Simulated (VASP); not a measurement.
## GW on CaS (Oldhamite)

Wanted: how far GW moves the Kohn-Sham levels of CaS (Oldhamite). The cell is of the rock-salt type, one of the forms listed for this formula. The start is a cell from a database of measured crystal structures.

Main program and level: VASP 6.6.1; PBE; plane waves and PAW (Ca_sv_GW, S_GW), in the first sound run; inputs show where later runs differ.

Most raw output is cut from this account.

The database entry behind the starting cell differs from later determinations by our own check (0.1 to 0.3 % short, probably kX units), so it need not match the best structure at ambient conditions.

### Step 1. Starting point

It takes space group Fm-3m (No. 225, cubic). The conventional cell has a = 5.686 Å, b = 5.686 Å, c = 5.686 Å, α = 90.00°, β = 90.00°, γ = 90.00°. Nearest to Ca lie 6 S at 2.84 Å. Nearest to S lie 6 Ca at 2.84 Å. Farther neighbours and most contacts between anions are not listed.

### Step 2. Ground state

The orbitals come from a self-consistent PBE run with a tight EDIFF and a narrow smearing. KPOINTS_OPT adds the bands along a path, which shows whether the mesh holds the band edges.

The input, INCAR:

```
SYSTEM = CaS
PREC = Accurate
ENCUT = 300
EDIFF = 1E-08
NELM = 100
ISMEAR = 0
SIGMA = 0.01
LREAL = .FALSE.
ALGO = Normal
GGA = PE
NBANDS = 14
LORBIT = 11
LWAVE = .TRUE.
LCHARG = .FALSE.
KPAR = 8
```

The input, POSCAR:

```
CaS
1.0
    0.0000000000      2.8430000000      2.8430000000
    2.8430000000      0.0000000000      2.8430000000
    2.8430000000      2.8430000000      0.0000000000
Ca S
1 1
Direct
    0.0000000000      0.0000000000      0.0000000000
    0.5000000000      0.5000000000      0.5000000000
```

The input, KPOINTS:

```
Automatic mesh
0
Gamma
4 4 4
0 0 0
```

The input, KPOINTS_OPT:

```
Line mode
12
Line-mode
Reciprocal
  0.00000000   0.00000000   0.00000000 GAMMA
  0.50000000   0.00000000   0.50000000 X

  0.50000000   0.00000000   0.50000000 X
  0.50000000   0.25000000   0.75000000 W

  0.50000000   0.25000000   0.75000000 W
  0.37500000   0.37500000   0.75000000 K

  0.37500000   0.37500000   0.75000000 K
  0.00000000   0.00000000   0.00000000 GAMMA

  0.00000000   0.00000000   0.00000000 GAMMA
  0.50000000   0.50000000   0.50000000 L

  0.50000000   0.50000000   0.50000000 L
  0.62500000   0.25000000   0.62500000 U

  0.62500000   0.25000000   0.62500000 U
  0.50000000   0.25000000   0.75000000 W

  0.50000000   0.25000000   0.75000000 W
  0.50000000   0.50000000   0.50000000 L

  0.50000000   0.50000000   0.50000000 L
  0.37500000   0.37500000   0.75000000 K

  0.62500000   0.25000000   0.62500000 U
  0.50000000   0.00000000   0.50000000 X
```

The projector-augmented-wave data sets are Ca_sv_GW and S_GW (PBE family, release 64).

The run is started by

```
$ mpirun -np 8 vasp_std
```

It took 6.2 s on 8 MPI ranks of Intel Xeon Platinum 8488C (Sapphire Rapids), shared host; peak memory 1 GiB; 44 s of CPU time.

This step gave:

* free energy (TOTEN): -15.29 eV
* Fermi energy: 4.225 eV
* pressure: -0.4747 GPa
* least gap on mesh and path: 2.347 eV
* least direct gap on mesh and path: 3.159 eV

The highest empty bands on the path are converged less tightly, to about 0.1 eV. The electronic bands at the labelled points (eV, zero at the valence-band top; v1 is the highest filled band, c1 the lowest empty one):

```csv
point,v3,v2,v1,c1,c2,c3,c4
Γ,0.00,0.00,0.00,4.16,4.16,4.16,4.18
0.55 of the way,-2.09,-0.59,-0.59,2.98,5.21,5.34,6.10
X,-2.29,-0.81,-0.81,2.35,5.60,6.04,6.79
0.45 of the way,-2.19,-1.16,-1.15,3.03,5.81,6.40,6.60
W,-1.79,-1.79,-1.56,4.82,4.82,6.01,6.43
0.55 of the way,-2.00,-1.83,-1.21,3.97,5.76,6.20,6.50
K,-2.05,-1.88,-1.03,3.67,6.31,6.43,6.43
0.55 of the way,-1.93,-0.82,-0.76,4.52,4.82,5.14,5.59
Γ,0.00,0.00,0.00,4.16,4.16,4.16,4.18
0.55 of the way,-2.03,-0.75,-0.75,4.34,5.10,5.10,6.40
L,-3.11,-1.16,-1.16,5.22,6.07,6.20,6.20
0.55 of the way,-2.69,-1.51,-1.12,4.74,5.79,6.20,6.79
U,-2.05,-1.88,-1.03,3.67,6.31,6.43,6.43
0.55 of the way,-1.97,-1.81,-1.28,4.08,5.61,6.14,6.48
W,-1.79,-1.79,-1.56,4.82,4.82,6.01,6.43
0.45 of the way,-2.56,-1.55,-1.19,4.96,5.22,6.48,6.73
L,-3.11,-1.16,-1.16,5.22,6.07,6.20,6.20
0.45 of the way,-2.81,-1.42,-1.13,4.92,5.78,6.19,6.78
K,-2.05,-1.88,-1.03,3.67,6.31,6.43,6.43
jump to U,-2.05,-1.88,-1.03,3.67,6.31,6.43,6.43
0.45 of the way,-2.22,-1.25,-0.89,2.83,5.92,6.46,6.65
X,-2.29,-0.81,-0.81,2.35,5.60,6.04,6.79
```

Of the projections kept (Ca, S), the largest for each band there; the rest of the weight can lie on other orbitals:

```csv
point,v3,v2,v1,c1,c2,c3,c4
Γ,S 0.98,S 0.98,S 0.98,Ca 0.93,Ca 0.93,Ca 0.93,Ca 0.60
X,S 0.89,S 0.95,S 0.95,Ca 0.90,Ca 0.93,Ca 0.83,Ca 0.91
W,S 0.88,S 0.88,S 0.77,Ca 0.80,Ca 0.80,Ca 0.91,Ca 0.90
K,S 0.88,S 0.78,S 0.88,Ca 0.81,Ca 0.89,Ca 0.91,Ca 0.99
Γ,S 0.98,S 0.98,S 0.98,Ca 0.93,Ca 0.93,Ca 0.93,Ca 0.60
L,S 0.65,S 0.81,S 0.81,S 0.74,Ca 0.87,Ca 0.98,Ca 0.98
```

The cell has a gap of 2.35 eV on mesh and path.

### Step 3. Empty bands, functional PBE

ALGO = Exact makes the empty bands from the converged ground state in one step. LOPTICS writes the k-derivatives of the orbitals (WAVEDER), which give the long-wavelength limit of the screening.

The input, INCAR:

```
SYSTEM = CaS
PREC = Accurate
ENCUT = 300
ISMEAR = 0
SIGMA = 0.01
LREAL = .FALSE.
GGA = PE
NBANDS = 296
ALGO = Exact
NELM = 1
LWAVE = .TRUE.
LCHARG = .FALSE.
LOPTICS = .TRUE.
NEDOS = 1000
CSHIFT = 0.1
```

POSCAR is that of step 2.

KPOINTS is that of step 2.

The run is started by

```
$ mpirun -np 8 vasp_std
```

Wall time 3.2 s (8 MPI ranks); peak memory 0.92 GiB; 20 s of CPU time.

The gap is read on the k-mesh alone, so it is an upper bound where the band edges lie off the mesh.

A gap read on the k-mesh alone can miss the band edges.

Numbers from this step:

```
gap on the k-mesh              : 2.347 eV
least direct gap on the k-mesh : 3.159 eV
```

WAVECAR now holds 296 bands for 16 electrons. Its independent-particle dielectric tensor has xx, yy, zz = 5.9, 5.9, 5.9 on this mesh, which isn't tested for convergence in mesh or bands and lacks local fields.

### Step 4. evGW0

This step: evGW0 on PBE; plane waves and PAW (Ca_sv_GW, S_GW) (VASP 6.6.1).

The lowest NBANDSGW levels in G are updated for four passes while W stays fixed, so the result depends less on the starting levels.

The input, INCAR:

```
SYSTEM = CaS
PREC = Accurate
ENCUT = 300
ISMEAR = 0
SIGMA = 0.01
LREAL = .FALSE.
GGA = PE
NBANDS = 296
ALGO = EVGW0
NELMGW = 4
ENCUTGW = 200
NOMEGA = 64
PRECFOCK = Fast
NBANDSGW = 16
LWAVE = .FALSE.
LCHARG = .FALSE.
```

POSCAR is that of step 3.

KPOINTS is that of step 3.

The run is started by

```
$ mpirun -np 8 vasp_std
```

It took 4.1 min on 8 MPI ranks; peak memory 2.2 GiB; 32 min of CPU time.

This step gave:

```
quasiparticle gap on the mesh                 : 4.627 eV
smallest direct quasiparticle gap on the mesh : 5.538 eV
gap of the starting orbitals on the mesh      : 2.347 eV
```

QP gap by iteration, by row:

```csv
iteration,gap (eV),direct gap (eV)
1,4.224,5.111
2,4.555,5.46
3,4.616,5.526
4,4.628,5.538
```

GW takes the gap from 2.347 to 4.627 eV. The last pass still moved it by +12 meV. The value holds for 296 bands, ENCUTGW = 200 eV and this mesh, and isn't shown to be converged in them.

### Step 5. evGW

This step: evGW on PBE; plane waves and PAW (Ca_sv_GW, S_GW) (VASP 6.6.1).

The levels are updated in both G and W; wider gaps weaken the screening and open the gap further.

Edit INCAR of step 4 so:

```diff
@@ -8,3 +8,3 @@
 NBANDS = 296
-ALGO = EVGW0
+ALGO = EVGW
 NELMGW = 4
```

POSCAR is that of step 4.

KPOINTS is that of step 4.

The run is started by

```
$ mpirun -np 8 vasp_std
```

The job ended after 4 min (8 MPI ranks; peak memory 2.2 GiB).

This step gave:

```
quasiparticle gap on the mesh                 : 5.138 eV
smallest direct quasiparticle gap on the mesh : 6.085 eV
```

QP gap by iteration, by row:

```csv
iteration,gap (eV),direct gap (eV)
1,4.224,5.111
2,4.873,5.803
3,5.075,6.018
4,5.138,6.085
```

GW takes the gap from 2.347 to 5.138 eV. That is +511 meV against evGW0 on PBE. The last pass still moved it by +63 meV. The value holds for 296 bands, ENCUTGW = 200 eV and this mesh, and isn't shown to be converged in them.

### Step 6. QPGW0

This step: QPGW0 on PBE; plane waves and PAW (Ca_sv_GW, S_GW) (VASP 6.6.1).

Here the orbitals are updated too, by diagonalising a Hermitian self-energy in the bands up to NBANDSGW.

Edit INCAR of step 5 so:

```diff
@@ -8,3 +8,3 @@
 NBANDS = 296
-ALGO = EVGW
+ALGO = QPGW0
 NELMGW = 4
@@ -13,3 +13,3 @@
 PRECFOCK = Fast
-NBANDSGW = 16
+NBANDSGW = 24
 LWAVE = .FALSE.
```

POSCAR is that of step 5.

KPOINTS is that of step 5.

The run is started by

```
$ mpirun -np 8 vasp_std
```

Elapsed: 9.5 min, on 8 MPI ranks; peak memory 2.9 GiB; 76 min of CPU time.

Numbers from this step:

| Item | Value |
| --- | --- |
| quasiparticle gap on the mesh | 4.351 eV |
| smallest direct quasiparticle gap on the mesh | 5.287 eV |

QP gap by iteration, by row:

```csv
iteration,gap (eV),direct gap (eV)
1,4.096,4.99
2,4.35,5.268
3,4.368,5.299
4,4.351,5.287
```

GW takes the gap from 2.347 to 4.351 eV. That is -276 meV against evGW0 on PBE. The last pass still moved it by -17 meV. The value holds for 296 bands, ENCUTGW = 200 eV and this mesh, and isn't shown to be converged in them.

### Step 7. Orbitals for another starting point

This step: PBE; plane waves and PAW (Ca_sv_GW, S_GW) (VASP 6.6.1).

A hybrid converges faster from good orbitals, so a cheap PBE run writes WAVECAR first.

The input, INCAR:

```
SYSTEM = CaS
PREC = Accurate
ENCUT = 300
EDIFF = 1E-05
NELM = 100
ISMEAR = 0
SIGMA = 0.01
LREAL = .FALSE.
ALGO = Normal
GGA = PE
NBANDS = 14
LORBIT = 11
LWAVE = .TRUE.
LCHARG = .FALSE.
KPAR = 8
```

POSCAR is that of step 6.

KPOINTS is that of step 6.

The run is started by

```
$ mpirun -np 8 vasp_std
```

It took 2.2 s on 8 MPI ranks; peak memory 0.99 GiB.

Numbers from this step:

```yaml
fermi_energy: 4.223 eV
pressure: -0.4468 GPa
gap_on_the_k_mesh: 2.342 eV
least_direct_gap_on_the_k_mesh: 3.155 eV
```

The run ends at a pressure of -0.45 GPa.

### Step 8. Another starting point

This step: HSE06; plane waves and PAW (Ca_sv_GW, S_GW) (VASP 6.6.1).

To see how much the result owes to its start, the ground state is made again with HSE06. EDIFF is tight for accurate orbitals, and a narrow smearing avoids fractional occupations.

The input, INCAR:

```
SYSTEM = CaS
PREC = Accurate
ENCUT = 300
EDIFF = 1E-08
NELM = 100
ISMEAR = 0
SIGMA = 0.01
LREAL = .FALSE.
ALGO = Normal
LHFCALC = .TRUE.
AEXX = 0.25
GGA = PE
HFSCREEN = 0.2
LASPH = .TRUE.
NBANDS = 14
PRECFOCK = Fast
LORBIT = 11
LWAVE = .TRUE.
LCHARG = .FALSE.
KPAR = 8
```

POSCAR is that of step 7.

KPOINTS is that of step 7.

The WAVECAR or CHGCAR of an earlier step is read.

The run is started by

```
$ mpirun -np 8 vasp_std
```

Elapsed: 27 s, on 8 MPI ranks; peak memory 1.7 GiB.

The k-mesh is coarse for exact exchange; levels may shift by about 0.1 eV on a finer one. The PAW data sets were made with PBE, which is usual practice but a small mismatch for other functionals.

This step gave:

```yaml
free_energy_toten: -17.55 eV
fermi_energy: 3.588 eV
gap_on_the_k_mesh: 3.429 eV
least_direct_gap_on_the_k_mesh: 4.342 eV
```

### Step 9. Empty bands, functional HSE06

The next step needs empty bands that the ground-state run didn't converge, so the Hamiltonian is diagonalised exactly for NBANDS bands, in a single step. LOPTICS writes the k-derivatives of the orbitals (WAVEDER), which give the long-wavelength limit of the screening.

The input, INCAR:

```
SYSTEM = CaS
PREC = Accurate
ENCUT = 300
ISMEAR = 0
SIGMA = 0.01
LREAL = .FALSE.
LHFCALC = .TRUE.
AEXX = 0.25
GGA = PE
HFSCREEN = 0.2
LASPH = .TRUE.
NBANDS = 296
PRECFOCK = Fast
ALGO = Exact
NELM = 1
LWAVE = .TRUE.
LCHARG = .FALSE.
LOPTICS = .TRUE.
NEDOS = 1000
CSHIFT = 0.1
```

POSCAR is that of step 8.

KPOINTS is that of step 8.

The WAVECAR or CHGCAR of an earlier step is read.

The run is started by

```
$ mpirun -np 8 vasp_std
```

The job ended after 56 s (8 MPI ranks; peak memory 1.8 GiB).

### Step 10. G0W0

This step: G0W0 on HSE06; plane waves and PAW (Ca_sv_GW, S_GW) (VASP 6.6.1).

G0W0 keeps orbitals and screening fixed and shifts each of the lowest NBANDSGW levels once.

The input, INCAR:

```
SYSTEM = CaS
PREC = Accurate
ENCUT = 300
ISMEAR = 0
SIGMA = 0.01
LREAL = .FALSE.
LHFCALC = .TRUE.
AEXX = 0.25
GGA = PE
HFSCREEN = 0.2
LASPH = .TRUE.
NBANDS = 296
PRECFOCK = Fast
ALGO = EVGW0
NELMGW = 1
ENCUTGW = 200
NOMEGA = 64
NBANDSGW = 16
LWAVE = .FALSE.
LCHARG = .FALSE.
```

POSCAR is that of step 9.

KPOINTS is that of step 9.

The WAVECAR or CHGCAR of an earlier step is read.

The run is started by

```
$ mpirun -np 8 vasp_std
```

The job ended after 63 s (8 MPI ranks; peak memory 2.9 GiB).

Numbers from this step:

```yaml
quasiparticle_gap_on_the_mesh: 4.650 eV
smallest_direct_quasiparticle_gap_on_the_mesh: 5.582 eV
gap_of_the_starting_orbitals_on_the_mesh: 3.429 eV
```

GW takes the gap from 3.429 to 4.650 eV. That is +425 meV against the one-shot pass on PBE. The value holds for 296 bands, ENCUTGW = 200 eV and this mesh, and isn't shown to be converged in them.

### Step 11. Summary

This step: GW series: evGW0 on PBE, evGW on PBE, QPGW0 on PBE, G0W0 on HSE06; plane waves and PAW (VASP 6.6.1).

Derived from the runs above.

Cost is wall time times ranks on a shared host, with the step that makes the empty bands. GW runs:

```csv
level,bands,ENCUTGW (eV),NOMEGA,k mesh,starting gap (eV),quasiparticle gap (eV),direct gap (eV),cost (core minutes)
evGW0 on PBE,296,200,64,4x4x4,2.347,4.628,5.538,33.37
evGW on PBE,296,200,64,4x4x4,2.347,5.138,6.085,32.44
QPGW0 on PBE,296,200,64,4x4x4,2.347,4.351,5.287,76.71
G0W0 on HSE06,296,200,64,4x4x4,3.429,4.65,5.582,15.87
```

### Step 12. Summary of results

| Quantity | Value |
| --- | --- |
| evGW0 on PBE, 296 bands, ENCUTGW 200 eV, NOMEGA 64, mesh 4×4×4 | 2.347 → 4.627 eV |
| evGW on PBE, 296 bands, ENCUTGW 200 eV, NOMEGA 64, mesh 4×4×4 | 2.347 → 5.138 eV |
| QPGW0 on PBE, 296 bands, ENCUTGW 200 eV, NOMEGA 64, mesh 4×4×4 | 2.347 → 4.351 eV |
| G0W0 on HSE06, 296 bands, ENCUTGW 200 eV, NOMEGA 64, mesh 4×4×4 | 3.429 → 4.650 eV |

evGW0 gives a quasiparticle gap of 4.627 eV on the mesh, 2.28 eV over the PBE gap on the same mesh. On mesh and path the starting valence top lies at Γ and the conduction bottom at (0.5, 0.5, 0), so the starting gap is indirect. Both points lie on the GW mesh. Over the final values of the levels run here the gap spans 4.35 to 5.14 eV. In evGW0 the first pass, which is the one-shot result, gives 4.224 eV and pass 4 gives 4.628 eV; the last pass changed the gap by +12 meV, so more passes would move it further. In evGW the first pass, which is the one-shot result, gives 4.224 eV and pass 4 gives 5.138 eV; the last pass changed the gap by +63 meV, so more passes would move it further. In QPGW0 the first pass gives 4.096 eV and pass 4 gives 4.351 eV; the last pass changed the gap by -17 meV, so more passes would move it further. One-shot gaps: 4.224 eV from PBE and 4.650 eV from HSE06. The starting gaps span 1.08 eV and the one-shot gaps 0.43 eV. Bands, response cutoff and mesh weren't tested for convergence. Not tabulated here, as repeats of values shown or as unfit to read for their mesh, reference level or band range: eps2 curves (empty bands); eps1 curves and static values (empty bands); gaps (empty bands).

[Lines on the potential files, build, host, timing and source positions are cut from VASP's logs without a mark.]

[Logs are printed without paths, hosts, clocks, repeated set-up lines and the standing remarks that a program may print on its own settings, such as how far it seeks lower states.]

[Hosts, paths, dates, database ids (printed as entryN), source tags and the programs' standing remarks are cut or masked in the printed files.]

[Pressures printed for these runs are not shown converged in the cutoff: they can be off by several GPa and have the wrong sign.]

[In band tables of VASP the shares of atoms and orbitals are scaled to a sum of 1 inside the atoms' spheres.]
